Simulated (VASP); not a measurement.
Set up this calculation in VASP 6.6.1, as the native input.

```
Task                   : relaxation of the atoms
Functional             : PBE
Potentials or basis    : VASP PAW PBE potentials, release 64 (Al, Co)
Cutoff                 : 600 eV
k mesh                 : 14 × 14 × 14
Occupations            : methfessel-paxton, width 0.1 eV
Spin                   : no spin polarisation
Further INCAR settings : ALGO = Normal; EDIFF = 1e-07; IBRION = 2; EDIFFG = -0.01; NSW = 40
```

The structure of AlCo lies in POSCAR:

```
AlCo                                    
1.0
    2.8319430234      0.0000000000      0.0000000000
    0.0000000000      2.8319430234      0.0000000000
    0.0000000000      0.0000000000      2.8319430234
  Al              Co            
     1     1
Direct
     0.0000000000000000    0.0000000000000000    0.0000000000000000
     0.5000000000000000    0.5000000000000000    0.5000000000000000
```

The cell is a database's computed one.

The cell isn't the ideal one: a relaxed cell with its volume scaled by 0.98.

One way to write it, as run:

INCAR

```
PREC = Accurate ; ENCUT = 600
EDIFF = 1E-7 ; ISMEAR = 1
SIGMA = 0.1 ; LREAL = False
LASPH = True ; NELM = 80
ALGO = Normal ; ISIF = 2
LWAVE = False ; LCHARG = False
GGA = PE ; IBRION = 2
NSW = 40 ; EDIFFG = -0.01
```

KPOINTS

```
Automatic mesh
0
Gamma
  14 14 14
```

Potentials or basis: VASP PAW PBE potentials, release 64 (Al, Co).

Command:

```console
$ cat potpaw_PBE.64/Al/POTCAR potpaw_PBE.64/Co/POTCAR > POTCAR
$ mpirun -np 1 vasp_std > vasp.out
```

It gave:

```json
{
  "Pressure after relaxing": "3.8 GPa",
  "Band gap on the k mesh": "none (metal or under the smearing width)"
}
```

Caveat: the relaxation stopped at its first step, so nothing moved.

Wall time 7.9 s on 1 thread of Intel(R) Xeon(R) 6975P-C (Granite Rapids), with other jobs on the host, peak memory 0.16 GiB.
